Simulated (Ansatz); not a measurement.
# Ta (Im-3m) in Ansatz: reference runs

Reference runs on Ta: the cell as given and a disturbed copy.

Everything below comes from runs of Ansatz 0.2.0. Logs are shortened: lines on timing, memory, paths and dates and some standing lists are left out, and cuts for length are marked.

**1. The crystal as given**

It takes space group Im-3m (No. 229, cubic). The conventional cell has a = 3.303 Å, b = 3.303 Å, c = 3.303 Å, α = 90.00°, β = 90.00°, γ = 90.00°. Ta (site symmetry m-3m) has 8 Ta at 2.86 Å as nearest neighbours.

**2. Single point, PBE**

Input file input.yaml:

```yaml
crystal:
  lattice:
    - [-1.65128, 1.65128, 1.65128]
    - [1.65128, -1.65128, 1.65128]
    - [1.65128, 1.65128, -1.65128]
  atoms:
    - { symbol: Ta, position: [0.0, 0.0, 0.0] }
hamiltonian:
  xc: pbe
  pseudopotentials: { kind: paw }
kpoints:
  mp_grid: { grid: [11, 11, 11] }
scf:
  occupations: { method: fermi_dirac, width: 0.05 }
output:
  forces: true
  stress: true
  eigenvalues: true
```

Potentials or basis: Ansatz PAW.

On the command line:

```bash
> ansatz run input.yaml --threads 1 --pin off --max-ram 2560MiB --backend cpu --events-out ev --progress --plain --runs-dir out
```

Log:

```text
Warning: RAYON_NUM_THREADS=1 ignored (pool sized by the plan → 1); use --threads N
Engine: ansatz 0.2.0, x86_64-unknown-linux-gnu
Pseudopotentials: kind: paw
Pseudopotential: Ta, paw, valence charge 13, recommended cutoff 420 eV (normal), Ta.paw.azcp
Functional definition: PBE
  parameter kappa = 0.804
  parameter beta = 0.06672455060314922
  exchange = pbe_x(kappa = kappa, mu = beta*pi^2/3)
  correlation = pbe_c(beta = beta)
Crystal: 1 atoms, lattice volume = 18.010 Å³
Basis set: ecut = 420 eV, 369 PW (Γ), exchange–correlation on 40×40×40 points (8 copies of the dense FFT grid, shifted against one another)
Bands: 11, of which v1, the nominal top of the filled ones, is band 7 counted from 1 (6 counted from 0)
Symmetry: 48 space group operations
Space group: Im-3m (ITA 229), of the structure as read, at distance tolerance 2.6e-5 Å
k-points: 56 of 1331
Non-local potential: Ta, projectors of the file, l = 0: 3, l = 1: 2, l = 2: 2, l = 3: 1
PAW form: soft (Blöchl's): semilocal exchange-correlation on the pseudo side does not see the compensation charge
PAW one-centre angular grid: Ta, 590 points (default); XC on 64 Gauss nodes
Initial density: superposition of atomic densities (neutral atoms: chi_scale 0, normalization atom), corrected by the library's trained network
Initial wavefunctions: pseudopotential atomic-orbital guess
Functional: x = pbe(κ = 0.804, μ = 0.2195149727645171), c = pbe(β = 0.06672455060314922)
SCF iter   1: F=—  HF=-9932.256908 eV  |F-HF|=—  |Δ(HF+E_count)|=         —  Δρ=2.19e-3  dr2=2.52e-4  ethr=1.77e-3  ⟨swp⟩=5.8  Hψ=3537  notcnv=0
preconditioner: auto → none  [metal: Δε(μ)=0.091 eV  Ē_g=8.322 eV  σ=0.050 eV  W_gap=0.42  n_scr=0 (ndim 8)  ℏωp=19.6 eV  f_vac=0.000  D(μ)=0.92/eV (n_scr^D=12)]
SCF iter   2: F=—  HF=-9932.256761 eV  |F-HF|=—  |Δ(HF+E_count)|=   1.47e-4  Δρ=1.00e-3  dr2=5.17e-5  ethr=1.94e-6  ⟨swp⟩=2.3  Hψ=1379  notcnv=0
SCF iter   3: F=—  HF=-9932.256828 eV  |F-HF|=—  |Δ(HF+E_count)|=   6.69e-5  Δρ=1.56e-4  dr2=1.14e-6  ethr=3.98e-7  ⟨swp⟩=1.9  Hψ=728  notcnv=0
iter 4 did not close the SCF: its close was put off for the readings that it lacked (scf_convergence_deferred on its scf_iter line)
SCF iter   4: F=-9932.256829 eV  HF=-9932.256829 eV  |F-HF|=1.62e-8  |Δ(HF+E_count)|=   8.48e-7  Δρ=2.57e-5  dr2=3.78e-8  ethr=8.79e-9  ⟨swp⟩=2.1  Hψ=957  notcnv=0
iter 5 did not close the SCF: its close was put off for the readings that it lacked (scf_convergence_deferred on its scf_iter line)
SCF iter   5: F=-9932.256829 eV  HF=-9932.256829 eV  |F-HF|=1.65e-9  |Δ(HF+E_count)|=   1.10e-8  Δρ=9.09e-6  dr2=3.78e-9  ethr=2.91e-10  ⟨swp⟩=1.9  Hψ=697  notcnv=0
SCF iter   6: F=-9932.256829 eV  HF=-9932.256829 eV  |F-HF|=5.46e-12  |Δ(HF+E_count)|=   1.26e-9  Δρ=3.26e-7  dr2=6.94e-12  ethr=2.91e-11  ⟨swp⟩=2.2  Hψ=1915  notcnv=0
SCF 1 converged in 6 iterations: F = -9932.256829 eV  dr2 = 6.94e-12
SCF converged after 6 iterations
Free energy (F): -9932.256829 eV
Harris-Foulkes:  -9932.256829 eV  (|F-HF|=5.46e-12)
Internal energy: -9932.248464 eV  (E = F + TS)
E sigma→0 (E₀):  -9932.252647 eV
Entropy (-TS):   -0.008365 eV (-8.365 meV/atom)
Fermi energy:    18.638928 eV
--- Per-component energies (eV) ---
  E_band       = -103.253490
  E_kinetic    = 366.147265
  E_local      = -547.467237  (includes V_loc(G=0)·N_el)
  E_nonlocal   = 14.949401
  E_hartree    = 190.165443
  E_xc         = -218.535838
  E_vxc        = -204.154182  (∫ρ·V_xc dr)
  E_paw        = -8396.696218  (= ΣΔE_a)
  E_vpaw       = -113.059777  (= ΣTr[D̂ρ^β])
  E_aug_tail   = 0.000163  (compensation charges beyond the density's cutoff)
  E_ewald      = -1340.811443
  E_smearing   = -0.008365  (= −TS)
  E_closure    = 0.000000  (closes the sum)
  Σ components = -9932.256829   (vs F -9932.256829, Δ=0.00e0)
--- Forces (eV/Å), atoms counted from 1 ---
  atom   1  Ta     0.00000000     0.00000000     0.00000000
  max |Σ_I F_I| component: 5.96e-32 eV/Å
--- Stress (GPa, compression-positive) ---
        2.591089      -0.000000       0.000000
        0.000000       2.591089      -0.000000
       -0.000000       0.000000       2.591089
  P = ⅓ Tr σ = 2.5911 GPa (25.911 kbar)
--- Band table (eV; the first three rows and the last of 56) ---
  k-point 0: bands = ["-48.4262", "-14.3757", "-14.3757", "-14.3757", "10.7432", "19.3795", "19.3795", "19.3795", "22.6540", "22.6540", "33.2633"]
  k-point 1: bands = ["-48.4170", "-14.4767", "-14.4069", "-14.3762", "11.1067", "19.1456", "19.2994", "19.7408", "22.3053", "22.6568", "33.5782"]
  k-point 2: bands = ["-48.3924", "-14.7408", "-14.4898", "-14.3777", "12.0916", "18.5792", "18.9196", "20.7938", "21.9543", "22.7126", "34.0208"]
  k-point 55: bands = ["-48.2273", "-15.1972", "-15.1793", "-15.1793", "14.9369", "14.9790", "24.4712", "24.4712", "25.2934", "26.6527", "28.4689"]
```

Wall time 0.91 s (1 thread of Intel Xeon Platinum 8259CL at 2.50GHz (Skylake/Cascade Lake), shared host); peak memory 0.33 GiB.

Results:

| Quantity | Value |
| --- | --- |
| Free energy | -9932.2568 eV |
| Pressure | 2.6 GPa |
| Band gap on the k mesh | none (metal or under the smearing width) |

Levels at points of the mesh, in eV from the Fermi level:
```csv
k point,band 4,band 5,band 6,band 7,band 8,band 9
"(0.00, 0.00, 0.00)",-33.01,-7.90,0.74,0.74,0.74,4.02
```

The run has no spin-orbit coupling, so splittings on Ta are missing.

**3. Single point, PBE (cell strained at random at fixed volume)**

Input file input.yaml:

```yaml
crystal:
  lattice:
    - [-1.620734, 1.654648, 1.62924]
    - [1.697801, -1.62617, 1.677829]
    - [1.622436, 1.627872, -1.600762]
  atoms:
    - { symbol: Ta, position: [0.001911, -0.023575, -0.004103] }
hamiltonian:
  xc: pbe
  pseudopotentials: { kind: paw }
kpoints:
  mp_grid: { grid: [11, 11, 11] }
scf:
  occupations: { method: fermi_dirac, width: 0.05 }
output:
  forces: true
  stress: true
  eigenvalues: true
```

Potentials or basis: Ansatz PAW.

On the command line:

```bash
> ansatz run input.yaml --threads 1 --pin off --max-ram 2560MiB --backend cpu --events-out ev --progress --plain --runs-dir out
```

Log:

```text
Warning: RAYON_NUM_THREADS=1 ignored (pool sized by the plan → 1); use --threads N
[... 8 set-up lines as earlier in the session ...]
Crystal: 1 atoms, lattice volume = 18.010 Å³
Basis set: ecut = 420 eV, 355 PW (Γ), exchange–correlation on 40×40×40 points (8 copies of the dense FFT grid, shifted against one another)
Bands: 11, of which v1, the nominal top of the filled ones, is band 7 counted from 1 (6 counted from 0)
Symmetry: 2 space group operations
Space group: P-1 (ITA 2), of the structure as read, at distance tolerance 2.6e-5 Å
k-points: 666 of 1331
[... 6 set-up lines as earlier in the session ...]
SCF iter   1: F=—  HF=-9932.243331 eV  |F-HF|=—  |Δ(HF+E_count)|=         —  Δρ=2.53e-3  dr2=5.61e-4  ethr=1.77e-3  ⟨swp⟩=5.8  Hψ=42134  notcnv=0
preconditioner: auto → none  [metal: Δε(μ)=0.002 eV  Ē_g=8.323 eV  σ=0.050 eV  W_gap=0.01  n_scr=0 (ndim 8)  ℏωp=19.6 eV  f_vac=0.000  D(μ)=1.29/eV (n_scr^D=12)]
SCF iter   2: F=—  HF=-9932.243057 eV  |F-HF|=—  |Δ(HF+E_count)|=   2.74e-4  Δρ=1.06e-3  dr2=6.60e-5  ethr=4.32e-6  ⟨swp⟩=2.6  Hψ=16274  notcnv=0
SCF iter   3: F=—  HF=-9932.243113 eV  |F-HF|=—  |Δ(HF+E_count)|=   5.68e-5  Δρ=2.64e-4  dr2=3.46e-6  ethr=5.07e-7  ⟨swp⟩=1.7  Hψ=8527  notcnv=0
iter 4 did not close the SCF: its close was put off for the readings that it lacked (scf_convergence_deferred on its scf_iter line)
SCF iter   4: F=-9932.243118 eV  HF=-9932.243118 eV  |F-HF|=1.63e-8  |Δ(HF+E_count)|=   4.36e-6  Δρ=1.97e-5  dr2=4.00e-8  ethr=2.66e-8  ⟨swp⟩=2.1  Hψ=10569  notcnv=0
iter 5 did not close the SCF: its close was put off for the readings that it lacked (scf_convergence_deferred on its scf_iter line)
SCF iter   5: F=-9932.243118 eV  HF=-9932.243118 eV  |F-HF|=2.22e-10  |Δ(HF+E_count)|=   5.28e-9  Δρ=3.68e-6  dr2=6.67e-10  ethr=3.08e-10  ⟨swp⟩=2.9  Hψ=11967  notcnv=0
SCF iter   6: F=-9932.243118 eV  HF=-9932.243118 eV  |F-HF|=1.82e-12  |Δ(HF+E_count)|=  2.49e-10  Δρ=9.11e-7  dr2=4.03e-11  ethr=5.13e-12  ⟨swp⟩=1.3  Hψ=19687  notcnv=0
SCF 1 converged in 6 iterations: F = -9932.243118 eV  dr2 = 4.03e-11
SCF converged after 6 iterations
Free energy (F): -9932.243118 eV
Harris-Foulkes:  -9932.243118 eV  (|F-HF|=1.82e-12)
Internal energy: -9932.232421 eV  (E = F + TS)
E sigma→0 (E₀):  -9932.237769 eV
Entropy (-TS):   -0.010697 eV (-10.697 meV/atom)
Fermi energy:    18.636507 eV
--- Per-component energies (eV) ---
  E_band       = -103.253336
  E_kinetic    = 366.215065
  E_local      = -548.202954  (includes V_loc(G=0)·N_el)
  E_nonlocal   = 14.978531
  E_hartree    = 190.502902
  E_xc         = -218.548678
  E_vxc        = -204.171014  (∫ρ·V_xc dr)
  E_paw        = -8396.712066  (= ΣΔE_a)
  E_vpaw       = -113.078873  (= ΣTr[D̂ρ^β])
  E_aug_tail   = 0.000148  (compensation charges beyond the density's cutoff)
  E_ewald      = -1340.465367
  E_smearing   = -0.010697  (= −TS)
  E_closure    = 0.000000  (closes the sum)
  Σ components = -9932.243118   (vs F -9932.243118, Δ=0.00e0)
--- Forces (eV/Å), atoms counted from 1 ---
  atom   1  Ta     0.00000000     0.00000000     0.00000000
  max |Σ_I F_I| component: 0.00e0 eV/Å
--- Stress (GPa, compression-positive) ---
        2.405375      -0.246447      -4.396268
       -0.246447       3.699377      -1.491825
       -4.396268      -1.491825       2.852727
  P = ⅓ Tr σ = 2.9858 GPa (29.858 kbar)
--- Band table (eV; the first three rows and the last of 666) ---
  k-point 0: bands = ["-48.4254", "-14.4492", "-14.3708", "-14.2952", "10.7460", "19.0042", "19.2463", "19.8166", "22.6514", "22.7680", "32.7907"]
  k-point 1: bands = ["-48.4161", "-14.5040", "-14.3993", "-14.3464", "11.1101", "19.0097", "19.1763", "19.9423", "22.3427", "22.7076", "33.2575"]
  k-point 2: bands = ["-48.3909", "-14.7372", "-14.4977", "-14.3672", "12.0957", "18.5282", "18.9148", "20.8122", "21.9908", "22.7319", "33.9013"]
  k-point 665: bands = ["-48.3238", "-15.3784", "-14.7044", "-14.4341", "14.8577", "17.1934", "18.0498", "22.8930", "23.3318", "25.8463", "31.5445"]
```

Wall time 7 s (1 thread of Intel Xeon Platinum 8259CL at 2.50GHz (Skylake/Cascade Lake), shared host); peak memory 0.46 GiB.

Results:

```
Free energy            : -9932.2431 eV
Pressure               : 3.0 GPa
Band gap on the k mesh : none (metal or under the smearing width)
```

Stress tensor (GPa, compression positive):
```
 2.41 -0.25 -4.40
-0.25  3.70 -1.49
-4.40 -1.49  2.85
```

Levels at points of the mesh, in eV from the Fermi level:
```csv
k point,band 5,band 6,band 7,band 8,band 9,band 10
"(0.00, 0.00, 0.00)",-7.89,0.37,0.61,1.18,4.01,4.13
```

Spin-orbit coupling is left out, which matters for the levels of Ta.
